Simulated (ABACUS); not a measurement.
# CoO in ABACUS: the effect of dispersion

Crystal: CoO.

```xyz
2
Lattice="-1.5180 1.5180 2.1212 1.5180 -1.5180 2.1212 1.5180 1.5180 -2.1212" Properties=species:S:1:pos:R:3 pbc="T T T"
Co    0.0000    0.0000    0.0000
O     0.0000    0.0000    2.1212
```

The cell isn't the ideal one: volume scaled by 1.02.

Alike in all runs:

```yaml
Program: ABACUS 3.10.1
Task: equation of state
Functional: BLYP
Potentials_or_basis: PseudoDojo NC SR 0.4.1 PBE standard
Cutoff: 1320 eV
Density_cutoff: 5279 eV
Basis: plane waves
k_mesh: 8 × 8 × 8
Occupations: fermi-dirac, width 0.05 eV
Spin: collinear spin, ferromagnetic start
Starting_moments: "[2.0, 0.0] μB"
```

```csv
dispersion,pressure (GPa)
none,2.4
D2,?
D3,-4.4
D3(BJ),-6.8
D3(BJ)+ABC,-6.1
```

Task: What does the run with dispersion D2 give?

Result: Pressure 1.4 GPa.

Caveats: all runs use coarse meshes; the potentials were made for another functional, which shifts forces and pressure; a cell with one magnetic atom can't hold antiferromagnetic order, which such compounds often take; pairwise dispersion overbinds metals, which lowers pressure and volume (some runs).
